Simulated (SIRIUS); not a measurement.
In and the effect of the choice of potentials or basis

It takes space group I4/mmm (No. 139, tetragonal). The conventional cell has a = 3.251 Å, b = 3.251 Å, c = 4.947 Å, α = 90.00°, β = 90.00°, γ = 90.00°. In (site symmetry 4/mmm) has 12 In at 3.25 to 3.38 Å as nearest neighbours.

Kept alike: task single point; functional PBE; k mesh 11 × 11 × 11; occupations fermi-dirac, width 0.05 eV; no spin polarisation. Program: SIRIUS. Cutoffs run from 557 to 1127 eV. The mesh is that of the run's cell of 1 atom. No spin-orbit coupling.

| choice of potentials or basis | pressure (GPa) |
| --- | --- |
| GBRV 1.5 PBE (ultrasoft) | 0.80 |
| PseudoDojo 0.4.1 PBE standard (scalar relativistic) | 1.99 |
| PseudoDojo 0.5 PBE stringent (scalar relativistic) | 2.05 |
| SG15 1.2 PBE (norm-conserving) | 2.03 |
| SPMS 1.0 PBE (norm-conserving) | 2.08 |
| SSSP 1.3.0 PBE efficiency | 1.88 |
| in-house norm-conserving set, PBE (scalar relativistic) | 2.02 |

Pressure is positive in compression; the values hold the error of the finite cutoff, so their zero can differ a little from the energy's minimum. For a metal such a mesh leaves the last digits unconverged.

Q: What does the choice of potentials or basis change here?

A: The pressure runs from 0.80 (GBRV 1.5 PBE (ultrasoft)) to 2.08 GPa (SPMS 1.0 PBE (norm-conserving)).
